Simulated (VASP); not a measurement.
# Al: relaxation of the atoms with PBEsol

The system is Al.

```
CELL_PARAMETERS angstrom
0.00000 2.02112 2.02112
2.02112 0.00000 2.02112
2.02112 2.02112 0.00000
ATOMIC_POSITIONS crystal
Al 0.00000 0.00000 0.00000
```

The cell isn't the ideal one: a relaxed cell with its volume scaled by 1.02.

- Program: VASP 6.6.1
- Task: relaxation of the atoms
- Functional: PBEsol
- Potentials or basis: VASP PAW PBE potentials, release 64 (Al)
- Cutoff: 600 eV
- k mesh: 16 × 16 × 16
- Occupations: methfessel-paxton, width 0.1 eV
- Spin: no spin polarisation
- Further INCAR settings: ALGO = Normal; EDIFF = 1e-07; IBRION = 2; EDIFFG = -0.01; NSW = 40

- Pressure after relaxing: -1.6 GPa
- Band gap on the k mesh: none (metal or under the smearing width)

Final structure:
```
Al
1.0
     0.00000    2.02112    2.02112
     2.02112    0.00000    2.02112
     2.02112    2.02112    0.00000
Al
1
Direct
  0.00000 0.00000 0.00000
```

Levels at points of the mesh, in eV from the Fermi level:
| k point | band 1 | band 2 | band 3 | band 4 |
| --- | --- | --- | --- | --- |
| (0.00, 0.00, 0.00) | -11.17 | 12.55 | 12.55 | 12.55 |
| (0.50, 0.00, 0.00) | -4.63 | -4.42 | 11.34 | 11.34 |
| (0.50, 0.50, 0.00) | -2.96 | -1.65 | 5.21 | 5.54 |

Run time: 3.9 s on 1 thread of Intel(R) Xeon(R) 6975P-C (Granite Rapids), on a shared host, peak memory 0.14 GiB.

Caveat: the relaxation stopped at its first step, so nothing moved; the PAW data sets were made with another functional, which shifts forces and pressure a little.
